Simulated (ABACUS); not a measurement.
# HfO2 (Fm-3m) in ABACUS: equation of state, part 2 of 2

ABACUS 3.10.1.

### 4 Equation of state, PBEsol, 10.93 Å³/atom (volume scaled by 0.98)

Contents of INPUT:

```
INPUT_PARAMETERS
suffix              HfO2
calculation         scf
basis_type          pw
pseudo_dir          ./
symmetry            1
dft_functional      pbesol
ecutwfc             84
pseudo_rcut         7
nspin               1
nbands              16
ks_solver           dav
smearing_method     fd
smearing_sigma      0.00367493
scf_thr             1e-08
scf_nmax            100
mixing_type         broyden
mixing_beta         0.7
cal_force           1
cal_stress          1
kpar                4
```

Contents of STRU:

```
ATOMIC_SPECIES
Hf 178.4900 Hf.upf
O 15.9990 O.upf

LATTICE_CONSTANT
1.8897261246

LATTICE_VECTORS
0.0000000000 2.5403350533 2.5403350533
2.5403350533 0.0000000000 2.5403350533
2.5403350533 2.5403350533 0.0000000000

ATOMIC_POSITIONS
Direct

Hf
0.0
1
0.0000000000 0.0000000000 0.0000000000 1 1 1

O
0.0
2
0.7500000000 0.7500000000 0.7500000000 1 1 1
0.2500000000 0.2500000000 0.2500000000 1 1 1
```

Contents of KPT:

```
K_POINTS
0
Gamma
9 9 9 0 0 0
```

Command:

```console
$ OMP_NUM_THREADS=1 mpirun -np 4 abacus > log
```

Wall time 6.6 s (4 MPI ranks of Intel Xeon 6975P-C (Granite Rapids), shared host); peak memory 0.36 GiB.

It converged, with:

```yaml
Free_energy: -2437.5666 eV
Pressure: -8.8 GPa
Band_gap_on_the_k_mesh: 3.81 eV, indirect (least direct gap 3.92 eV)
```

Caveat: spin-orbit coupling is left out, which moves the levels of the heavy elements; an odd mesh through Γ misses points on the zone boundary, where band edges often lie.

### 5 Equation of state, PBEsol, 11.15 Å³/atom

INPUT is that of step 4.

STRU, as its differences from that of step 4:

```diff
@@ -8,5 +8,5 @@
 LATTICE_VECTORS
-0.0000000000 2.5403350533 2.5403350533
-2.5403350533 0.0000000000 2.5403350533
-2.5403350533 2.5403350533 0.0000000000
+0.0000000000 2.5575000000 2.5575000000
+2.5575000000 0.0000000000 2.5575000000
+2.5575000000 2.5575000000 0.0000000000
```

KPT is that of step 4.

Command:

```console
$ OMP_NUM_THREADS=1 mpirun -np 4 abacus > log
```

Run time: 7 s. Hardware: 4 MPI ranks of Intel Xeon 6975P-C (Granite Rapids), shared host; peak memory 0.36 GiB.

The run converged. Its results:

```yaml
Free_energy: -2437.5208 eV
Pressure: -13.2 GPa
Band_gap_on_the_k_mesh: 3.75 eV, indirect (least direct gap 3.87 eV)
```

Caveat: spin-orbit coupling is left out, which moves the levels of the heavy elements; an odd mesh through Γ misses points on the zone boundary, where band edges often lie.

### 6 Equation of state, PBEsol, 11.38 Å³/atom (volume scaled by 1.02)

INPUT is that of step 5.

STRU, as its differences from that of step 5:

```diff
@@ -8,5 +8,5 @@
 LATTICE_VECTORS
-0.0000000000 2.5575000000 2.5575000000
-2.5575000000 0.0000000000 2.5575000000
-2.5575000000 2.5575000000 0.0000000000
+0.0000000000 2.5744375797 2.5744375797
+2.5744375797 0.0000000000 2.5744375797
+2.5744375797 2.5744375797 0.0000000000
```

KPT is that of step 5.

Potentials or basis: PseudoDojo NC SR 0.4.1 PBEsol standard, plane waves.

Command:

```console
$ OMP_NUM_THREADS=1 mpirun -np 4 abacus > log
```

running log:

```text
ABACUS v3.10.1

               Atomic-orbital Based Ab-initio Computation at UStc

 ------------------------------------------------------------------------------------

 READING GENERAL INFORMATION
                           global_out_dir = OUT.HfO2/
                           global_in_card = INPUT
                               pseudo_dir = ./
                              orbital_dir =
                                    DSIZE = 4
                                    GSIZE = 1

 READING UNITCELL INFORMATION
                                    ntype = 2
                  lattice constant (Bohr) = 1.88973
              lattice constant (Angstrom) = 1

[... 383 lines left out ...]
       5       -6.87530     0.00274348
       6       -3.98493     0.00274348
[... 8 lines left out ...]
      15        16.7780    2.37544e-40
      16        21.3326    6.53625e-80
[... 76 lines left out ...]
       3       -18.3109      0.0164609
       4       -18.3109      0.0164609
       5       -6.67248      0.0164609
       6       -4.15662      0.0164609
[... 8 lines left out ...]
      15        17.4574    1.79048e-45
      16        21.0774    6.45158e-77

[... levels at 3 further k points ...]

------------------------------------------------------------------------------------------
 TOTAL-FORCE (eV/Angstrom)
------------------------------------------------------------------------------------------
                       Hf1         0.0000000000         0.0000000000         0.0000000000
                        O1         0.0000000000         0.0000000000         0.0000000000
                        O2         0.0000000000         0.0000000000         0.0000000000
------------------------------------------------------------------------------------------

----------------------------------------------------------------
 TOTAL-STRESS (KBAR)
----------------------------------------------------------------
      -171.8479506673        -0.0000000000        -0.0000000000
        -0.0000000000      -171.8479506673         0.0000000000
        -0.0000000000         0.0000000000      -171.8479506673
----------------------------------------------------------------
 TOTAL-PRESSURE: -171.847951 KBAR

 --------------------------------------------
 !FINAL_ETOT_IS -2437.4573540593023608 eV
 --------------------------------------------
```

Run time: 8.4 s. Hardware: 4 MPI ranks of Intel Xeon 6975P-C (Granite Rapids), shared host; peak memory 0.36 GiB.

What came out:

| Property | Result |
| --- | --- |
| Free energy | -2437.4574 eV |
| Pressure | -17.2 GPa |
| Band gap on the k mesh | 3.70 eV, indirect (least direct gap 3.81 eV) |

Caveat: spin-orbit coupling is left out, which moves the levels of the heavy elements; an odd mesh through Γ misses points on the zone boundary, where band edges often lie.

### 7 Equation of state, PBEsol, 11.60 Å³/atom (volume scaled by 1.04)

INPUT is that of step 6.

STRU, as its differences from that of step 6:

```diff
@@ -8,5 +8,5 @@
 LATTICE_VECTORS
-0.0000000000 2.5744375797 2.5744375797
-2.5744375797 0.0000000000 2.5744375797
-2.5744375797 2.5744375797 0.0000000000
+0.0000000000 2.5911551753 2.5911551753
+2.5911551753 0.0000000000 2.5911551753
+2.5911551753 2.5911551753 0.0000000000
```

KPT is that of step 6.

Command:

```console
$ OMP_NUM_THREADS=1 mpirun -np 4 abacus > log
```

It took 9.2 s on 4 MPI ranks of Intel Xeon 6975P-C (Granite Rapids), shared host; peak memory 0.36 GiB.

The run converged. Its results:

| Quantity | Value |
| --- | --- |
| Free energy | -2437.3782 eV |
| Pressure | -20.7 GPa |
| Band gap on the k mesh | 3.64 eV, indirect (least direct gap 3.75 eV) |

Caveat: spin-orbit coupling is left out, which moves the levels of the heavy elements; an odd mesh through Γ misses points on the zone boundary, where band edges often lie.

### 8 Equation of state, PBEsol, 11.82 Å³/atom (volume scaled by 1.06)

INPUT is that of step 7.

STRU, as its differences from that of step 7:

```diff
@@ -8,5 +8,5 @@
 LATTICE_VECTORS
-0.0000000000 2.5911551753 2.5911551753
-2.5911551753 0.0000000000 2.5911551753
-2.5911551753 2.5911551753 0.0000000000
+0.0000000000 2.6076597933 2.6076597933
+2.6076597933 0.0000000000 2.6076597933
+2.6076597933 2.6076597933 0.0000000000
```

KPT is that of step 7.

Command:

```console
$ OMP_NUM_THREADS=1 mpirun -np 4 abacus > log
```

Run time: 9.3 s. Hardware: 4 MPI ranks of Intel Xeon 6975P-C (Granite Rapids), shared host; peak memory 0.4 GiB.

It converged, with:

- Free energy: -2437.2850 eV
- Pressure: -23.9 GPa
- Band gap on the k mesh: 3.59 eV, indirect (least direct gap 3.70 eV)

Caveat: spin-orbit coupling is left out, which moves the levels of the heavy elements; an odd mesh through Γ misses points on the zone boundary, where band edges often lie.

### 9 Equation of state, PBEsol

Potentials or basis: PseudoDojo NC SR 0.4.1 PBEsol standard, plane waves.

This step only gathers the single runs of the series.

Results:

- Equilibrium volume: 10.55 Å³/atom
- Bulk modulus: 268 GPa
- Pressure derivative of the bulk modulus: 4.3

Energy against volume, from the lowest point:
```
volume (Å³/atom)  energy (meV/atom)
          10.483               0.00
          10.706               1.40
          10.929              10.11
          11.152              25.38
          11.375              46.52
          11.598              72.90
          11.821             103.98
```

The run has no spin-orbit coupling, so splittings on Hf are missing.
